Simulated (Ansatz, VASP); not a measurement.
**CdTe: VASP beside Ansatz**

Wanted: the spread between two codes on one cell, functional and k mesh.

Main program and level: Ansatz 0.2.0; plane waves, with VASP 6.6.1 beside it; G0W0 gap at PBE.

### Step 1. Set-up

It takes space group F-43m (No. 216, cubic). The conventional cell has a = 6.480 Å, b = 6.480 Å, c = 6.480 Å, α = 90.00°, β = 90.00°, γ = 90.00°. Nearest to Cd lie 4 Te at 2.81 Å. Nearest to Te lie 4 Cd at 2.81 Å. Farther neighbours and most contacts between anions are not listed.

Coordinates:

```xyz
2
Lattice="0.0000 3.2400 3.2400 3.2400 0.0000 3.2400 3.2400 3.2400 0.0000" Properties=species:S:1:pos:R:3 pbc="T T T"
Cd    0.0000    0.0000    0.0000
Te    1.6200    1.6200    1.6200
```

### Step 2. VASP: G0W0 gap, PBE

Quasiparticle shifts depend on high empty states and on the cores, so they are the hardest test of two PAW sets.

Lines of VASP's logs that name or quote its potential files are left out, and so is its time.

The run reads the wave functions of an earlier VASP run, which isn't shown here.

Contents of INCAR:

```
SYSTEM = CdTe
PREC = Accurate
ENCUT = 300
ISMEAR = 0
SIGMA = 0.01
LREAL = .FALSE.
GGA = PE
NBANDS = 160
ALGO = EVGW0
NELMGW = 1
ENCUTGW = 100
NOMEGA = 48
PRECFOCK = Fast
NBANDSGW = 24
LWAVE = .FALSE.
LCHARG = .FALSE.
```

Contents of POSCAR:

```
CdTe
1.0
    0.0000000000      3.2400000000      3.2400000000
    3.2400000000      0.0000000000      3.2400000000
    3.2400000000      3.2400000000      0.0000000000
Cd Te
1 1
Direct
    0.0000000000      0.0000000000      0.0000000000
    0.2500000000      0.2500000000      0.2500000000
```

Contents of KPOINTS:

```
Automatic mesh
0
Gamma
8 8 8
0 0 0
```

PAW data sets: Cd_GW and Te_GW (PBE family, release 64).

On the command line:

```console
$ mpirun -np 8 vasp_std
```

Numbers of over 12 decimals in the logs are rounded to 6 here.

What it wrote:

```text
[banner, memory and clock lines left out]
running    8 mpi-ranks, on    1 nodes
 distrk:  each k-point on    8 cores,    1 groups
 distr:  one band on    1 cores,    8 groups

 POSCAR found type information on POSCAR CdTe
 POSCAR found :  2 types and       2 ions
|                                                                             |
|           W    W    AA    RRRRR   N    N  II  N    N   GGGG   !!!           |
|           W    W   A  A   R    R  NN   N  II  NN   N  G    G  !!!           |
|           W    W  A    A  R    R  N N  N  II  N N  N  G       !!!           |
|           W WW W  AAAAAA  RRRRR   N  N N  II  N  N N  G  GGG   !            |
|           WW  WW  A    A  R   R   N   NN  II  N   NN  G    G                |
|           W    W  A    A  R    R  N    N  II  N    N   GGGG   !!!           |
|                                                                             |
|     For optimal performance we recommend to set                             |
|       NCORE = 2 up to number-of-cores-per-socket                            |
|     NCORE specifies how many cores store one orbital (NPAR=cpu/NCORE).      |
|     This setting can greatly improve the performance of VASP for DFT.       |
|     The default, NCORE=1 might be grossly inefficient on modern             |
|     multi-core architectures or massively parallel machines. Do your        |
|     Unfortunately you need to use the default for GW and RPA                |
|     calculations (for HF NCORE is supported but not extensively tested      |
|     yet).                                                                   |
|                                                                             |

|                                                                             |
|           W    W    AA    RRRRR   N    N  II  N    N   GGGG   !!!           |
|           W    W   A  A   R    R  NN   N  II  NN   N  G    G  !!!           |
|           W    W  A    A  R    R  N N  N  II  N N  N  G       !!!           |
|           W WW W  AAAAAA  RRRRR   N  N N  II  N  N N  G  GGG   !            |
|           WW  WW  A    A  R   R   N   NN  II  N   NN  G    G                |
|           W    W  A    A  R    R  N    N  II  N    N   GGGG   !!!           |
|                                                                             |
|     The default for ENCUTGWSOFT is different in this version of VASP.       |
|     please manually set ENCUTGWSOFT =100 in the INCAR file.                 |
|                                                                             |

 LDA part: xc-table for (Slater+PW92), standard interpolation
 found WAVECAR, reading the header
 POSCAR, INCAR and KPOINTS ok, starting setup
 FFT: planning ... GRIDC
 FFT: planning ... GRID_SOFT
 FFT: planning ... GRID
 reading WAVECAR
 the WAVECAR file was read successfully
 initial charge from wavefunction
 available memory per node:     33.89 GB, setting MAXMEM to     34702

 The Fermi energy was updated, please check that it is located mid-gap
 values below the HOMO (VB) or above the LUMO (CB) will cause erroneous energies
 E-fermi :   3.7025

 calculate exact exchange contribution
 the WAVEDER file was read successfully
energies w=
    0.000    0.000    0.344    0.000    0.687    0.000    1.027    0.000
    1.363    0.000    1.694    0.000    2.019    0.000    2.339    0.000
    2.652    0.000    2.960    0.000    3.263    0.000    3.560    0.000
    3.853    0.000    4.143    0.000    4.430    0.000    4.716    0.000
    5.001    0.000    5.288    0.000    5.576    0.000    5.868    0.000
    6.165    0.000    6.469    0.000    6.781    0.000    7.104    0.000
    7.440    0.000    7.792    0.000    8.162    0.000    8.555    0.000
    8.975    0.000    9.428    0.000    9.919    0.000   10.456    0.000
   11.050    0.000   11.714    0.000   12.462    0.000   13.317    0.000
   14.306    0.000   15.468    0.000   16.857    0.000   18.550    0.000
   20.662    0.000   23.373    0.000   26.983    0.000   32.019    0.000
   39.525    0.000   51.866    0.000   75.834    0.000  142.054    0.000
 responsefunction array rank=     176
 LDA part: xc-table for (Slater+PW92), standard interpolation

 min. memory requirement per mpi rank    643.4 MB, per node   5147.4 MB

 allocating   6 responsefunctions rank=   176
 shmem allocating  48 responsefunctions rank=   176
 response function shared by NCSHMEM nodes    1
 Doing            6  frequencies on each core in blocks of           48
NQ=   1    0.0000    0.0000    0.0000,
|.........|.........|.........|.........|.........|.........|.........|.........
 performed       1614000 updates of chi_q(r,r)
 total number of BLAS operations        368.86 Gflops
NQ=   2    0.1250    0.0000    0.0000,
|.........|.........|.........|.........|.........|.........|.........|.........
 performed       4295000 updates of chi_q(r,r)
 total number of BLAS operations        911.26 Gflops
NQ=   3    0.2500    0.0000    0.0000,
|.........|.........|.........|.........|.........|.........|.........|.........
 performed       6976000 updates of chi_q(r,r)
 total number of BLAS operations       1393.99 Gflops
NQ=   4    0.3750    0.0000    0.0000,
|.........|.........|.........|.........|.........|.........|.........|.........
 performed       9657000 updates of chi_q(r,r)
 total number of BLAS operations       1896.23 Gflops
NQ=   5    0.5000    0.0000    0.0000,
|.........|.........|.........|.........|.........|.........|.........|.........
 performed      11908000 updates of chi_q(r,r)
 total number of BLAS operations       2334.62 Gflops
NQ=   6    0.1250    0.1250    0.0000,
|.........|.........|.........|.........|.........|.........|.........|.........
 performed      14528000 updates of chi_q(r,r)
 total number of BLAS operations       2878.01 Gflops
NQ=   7    0.2500    0.1250    0.0000,
|.........|.........|.........|.........|.........|.........|.........|.........
 performed      18776000 updates of chi_q(r,r)
 total number of BLAS operations       3684.09 Gflops
NQ=   8    0.3750    0.1250    0.0000,
|.........|.........|.........|.........|.........|.........|.........|.........
 performed      23024000 updates of chi_q(r,r)
 total number of BLAS operations       4459.06 Gflops
NQ=   9    0.5000    0.1250    0.0000,
|.........|.........|.........|.........|.........|.........|.........|.........
 performed      27272000 updates of chi_q(r,r)
 total number of BLAS operations       5275.64 Gflops
NQ=  10   -0.3750    0.1250    0.0000,
|.........|.........|.........|.........|.........|.........|.........|.........
 performed      31520000 updates of chi_q(r,r)
 total number of BLAS operations       6081.71 Gflops
NQ=  11   -0.2500    0.1250    0.0000,
|.........|.........|.........|.........|.........|.........|.........|.........
 performed      35768000 updates of chi_q(r,r)
 total number of BLAS operations       6846.45 Gflops
NQ=  12   -0.1250    0.1250    0.0000,
|.........|.........|.........|.........|.........|.........|.........|.........
 performed      39279000 updates of chi_q(r,r)
 total number of BLAS operations       7538.85 Gflops
NQ=  13    0.2500    0.2500    0.0000,
|.........|.........|.........|.........|.........|.........|.........|.........
 performed      41899000 updates of chi_q(r,r)
 total number of BLAS operations       8004.26 Gflops
NQ=  14    0.3750    0.2500    0.0000,
|.........|.........|.........|.........|.........|.........|.........|.........
 performed      46147000 updates of chi_q(r,r)
 total number of BLAS operations       8799.90 Gflops
NQ=  15    0.5000    0.2500    0.0000,
|.........|.........|.........|.........|.........|.........|.........|.........
 performed      50395000 updates of chi_q(r,r)
 total number of BLAS operations       9605.97 Gflops
NQ=  16   -0.3750    0.2500    0.0000,
|.........|.........|.........|.........|.........|.........|.........|.........
 performed      54643000 updates of chi_q(r,r)
 total number of BLAS operations      10433.12 Gflops
NQ=  17   -0.2500    0.2500    0.0000,
|.........|.........|.........|.........|.........|.........|.........|.........
 performed      58154000 updates of chi_q(r,r)
 total number of BLAS operations      11116.73 Gflops
NQ=  18    0.3750    0.3750    0.0000,
|.........|.........|.........|.........|.........|.........|.........|.........
 performed      60774000 updates of chi_q(r,r)
 total number of BLAS operations      11613.89 Gflops
NQ=  19    0.5000    0.3750    0.0000,
|.........|.........|.........|.........|.........|.........|.........|.........
 performed      65022000 updates of chi_q(r,r)
 total number of BLAS operations      12419.97 Gflops
NQ=  20   -0.3750    0.3750    0.0000,
|.........|.........|.........|.........|.........|.........|.........|.........
 performed      68533000 updates of chi_q(r,r)
 total number of BLAS operations      13052.00 Gflops
NQ=  21    0.5000    0.5000    0.0000,
|.........|.........|.........|.........|.........|.........|.........|.........
 performed      70577000 updates of chi_q(r,r)
 total number of BLAS operations      13419.99 Gflops
NQ=  22    0.3750    0.2500    0.1250,
|.........|.........|.........|.........|.........|.........|.........|.........
 performed      75255000 updates of chi_q(r,r)
 total number of BLAS operations      14284.76 Gflops
NQ=  23    0.5000    0.2500    0.1250,
|.........|.........|.........|.........|.........|.........|.........|.........
 performed      80578000 updates of chi_q(r,r)
 total number of BLAS operations      15281.75 Gflops
NQ=  24   -0.3750    0.2500    0.1250,
|.........|.........|.........|.........|.........|.........|.........|.........
 performed      84980000 updates of chi_q(r,r)
 total number of BLAS operations      16228.96 Gflops
NQ=  25    0.5000    0.3750    0.1250,
|.........|.........|.........|.........|.........|.........|.........|.........
 performed      89658000 updates of chi_q(r,r)
 total number of BLAS operations      17105.14 Gflops
NQ=  26   -0.3750    0.3750    0.1250,
|.........|.........|.........|.........|.........|.........|.........|.........
 performed      94981000 updates of chi_q(r,r)
 total number of BLAS operations      18141.62 Gflops
NQ=  27   -0.2500    0.3750    0.1250,
|.........|.........|.........|.........|.........|.........|.........|.........
 performed      99383000 updates of chi_q(r,r)
 total number of BLAS operations      18998.67 Gflops
NQ=  28   -0.3750    0.5000    0.1250,
|.........|.........|.........|.........|.........|.........|.........|.........
 performed     102901000 updates of chi_q(r,r)
 total number of BLAS operations      19683.77 Gflops
NQ=  29   -0.2500    0.5000    0.2500,
|.........|.........|.........|.........|.........|.........|.........|.........
 performed     105490000 updates of chi_q(r,r)
 total number of BLAS operations      20187.95 Gflops
 resolving degeneracies of screened two electron integrals

 calculate QP shifts <psi_nk| G(iteration)W_0 |psi_nk>: iteration 1
 entering main loop
```

OUTCAR, selected parts (step 2):

```text
ion  position               nearest neighbor table
   1  0.000  0.000  0.000-   2 2.81   2 2.81   2 2.81   2 2.81
   2  0.250  0.250  0.250-   1 2.81   1 2.81   1 2.81   1 2.81

  LATTYP: Found a face centered cubic cell.
 ALAT       =     6.4800000000

 Subroutine GETGRP returns: Found 24 space group operations
 (whereof 24 operations were pure point group operations)

The static configuration has the point symmetry T_d .

 Found     29 irreducible k-points:

   k-points           NKPTS =     29   k-points in BZ     NKDIM =    512   number of bands    NBANDS=    160

   dimension x,y,z NGX =    28 NGY =   28 NGZ =   28
   dimension x,y,z NGXF=    56 NGYF=   56 NGZF=   56

   ENCUT  =  300.0 eV  22.05 Ry    4.70 a.u.   6.47  6.47  6.47*2*pi/ulx,y,z

   NELECT =      18.0000    total number of electrons

  energy-cutoff  :      300.00
  volume of cell :       68.02
      direct lattice vectors                 reciprocal lattice vectors
     0.000000000  3.240000000  3.240000000    -0.154320988  0.154320988  0.154320988
     3.240000000  0.000000000  3.240000000     0.154320988 -0.154320988  0.154320988
     3.240000000  3.240000000  0.000000000     0.154320988  0.154320988 -0.154320988

 k-points in reciprocal lattice and weights: Automatic mesh
   0.00000000  0.00000000  0.00000000       0.002
   0.12500000  0.00000000  0.00000000       0.016
   0.25000000  0.00000000  0.00000000       0.016
   0.37500000  0.00000000  0.00000000       0.016
   0.50000000  0.00000000  0.00000000       0.008
   0.12500000  0.12500000  0.00000000       0.012
   0.25000000  0.12500000  0.00000000       0.047
   0.37500000  0.12500000  0.00000000       0.047
   0.50000000  0.12500000  0.00000000       0.047
[...]
-0.37500000  0.50000000  0.12500000       0.023
  -0.25000000  0.50000000  0.25000000       0.012

 E-fermi :   3.7025

 QP shifts <psi_nk| G(iteration)W_0 |psi_nk>: iteration 1
 for sc-GW calculations column KS-energies equals QP-energies in previous step
 and V_xc(KS)=  KS-energies - (<T + V_ion + V_H > + <T+V_H+V_ion>^1  + <V_x>^1)
 k-point   1 :       0.0000    0.0000    0.0000
  band No.  KS-energies  QP-energies   sigma(KS)   V_xc(KS)     V^pw_x(r,r')   Z            occupation Imag(sigma)
    ...
      6      -4.6900      -6.4582     -18.0430     -15.4993     -23.1787       0.6951       2.0000       0.2377
      7       3.3207       2.7672     -12.0272     -11.2966     -13.0873       0.7576       2.0000       0.0851
      8       3.3207       2.7672     -12.0272     -11.2966     -13.0873       0.7576       2.0000       0.0851
      9       3.3207       2.7672     -12.0272     -11.2966     -13.0873       0.7576       2.0000       0.0851
     10       4.0842       4.3104      -9.3841      -9.6724      -6.1742       0.7844       0.0000      -0.0119
     11       7.9308       8.0889      -8.6890      -8.8957      -4.7196       0.7650       0.0000      -0.0518
     12       7.9308       8.0889      -8.6890      -8.8957      -4.7196       0.7650       0.0000      -0.0518
     13       7.9308       8.0889      -8.6890      -8.8957      -4.7196       0.7650       0.0000      -0.0518
    ...

 k-point   2 :       0.1250    0.0000    0.0000
  band No.  KS-energies  QP-energies   sigma(KS)   V_xc(KS)     V^pw_x(r,r')   Z            occupation Imag(sigma)
    ...
      6      -4.6907      -6.4564     -18.0404     -15.4975     -23.1773       0.6943       2.0000       0.2379
      7       2.0972       1.5565     -11.4016     -10.6791     -12.4412       0.7484       2.0000       0.0908
      8       3.1832       2.6179     -11.9431     -11.1946     -13.0448       0.7552       2.0000       0.0855
      9       3.1832       2.6179     -11.9431     -11.1946     -13.0448       0.7552       2.0000       0.0855
     10       4.9626       5.1528      -9.7506      -9.9954      -6.6135       0.7768       0.0000      -0.0137
     11       7.9110       8.0322      -8.5927      -8.7509      -4.6448       0.7663       0.0000      -0.0545
     12       8.1428       8.3118      -8.7469      -8.9686      -4.7153       0.7625       0.0000      -0.0555
     13       8.1428       8.3118      -8.7469      -8.9686      -4.7153       0.7625       0.0000      -0.0555
    ...

 k-point   3 :       0.2500    0.0000    0.0000
  band No.  KS-energies  QP-energies   sigma(KS)   V_xc(KS)     V^pw_x(r,r')   Z            occupation Imag(sigma)
    ...
      6      -4.6901      -6.4545     -18.0407     -15.4993     -23.1813       0.6943       2.0000       0.2388
      7       0.5944      -0.0591     -11.2572     -10.3550     -13.0668       0.7243       2.0000       0.1290
      8       2.8918       2.3019     -11.7936     -11.0094     -12.9911       0.7522       2.0000       0.0866
      9       2.8918       2.3019     -11.7936     -11.0094     -12.9911       0.7522       2.0000       0.0866
     10       5.3048       5.5120      -9.2957      -9.5623      -5.7964       0.7774       0.0000      -0.0234
     11       8.4823       8.6522      -8.7192      -8.9433      -4.5952       0.7578       0.0000      -0.0632
     12       8.4823       8.6522      -8.7192      -8.9433      -4.5952       0.7578       0.0000      -0.0632
     13       8.6814       8.8141      -8.6749      -8.8509      -4.4979       0.7537       0.0000      -0.0817
    ...

 k-point   4 :       0.3750    0.0000    0.0000
  band No.  KS-energies  QP-energies   sigma(KS)   V_xc(KS)     V^pw_x(r,r')   Z            occupation Imag(sigma)
    ...
      6      -4.4987      -6.1032     -17.3548     -15.0531     -22.4442       0.6971       2.0000       0.3099
      7      -0.6072      -1.2986     -10.9003      -9.9130     -13.2748       0.7004       2.0000       0.1844
      8       2.6404       2.0325     -11.6835     -10.8720     -12.9645       0.7491       2.0000       0.0878
      9       2.6404       2.0325     -11.6835     -10.8720     -12.9645       0.7491       2.0000       0.0878
     10       5.2008       5.3822      -9.1299      -9.3621      -5.6077       0.7808       0.0000      -0.0250
     11       8.5539       8.6924      -8.5221      -8.7048      -4.4188       0.7584       0.0000      -0.0652
     12       8.5539       8.6924      -8.5221      -8.7048      -4.4188       0.7584       0.0000      -0.0652
     13       9.9773      10.0299      -8.2215      -8.2924      -3.6988       0.7429       0.0000      -0.1401
    ...

[... 4 further parts left out ...]
```

[end of part 1 of 2]

[Lines on the potential files, build, host, timing and source positions are cut from VASP's logs without a mark.]

[Logs are printed without paths, hosts, clocks, repeated set-up lines and the standing remarks that a program may print on its own settings, such as how far it seeks lower states.]

[Hosts, paths, dates, database ids (printed as entryN), source tags and the programs' standing remarks are cut or masked in the printed files.]
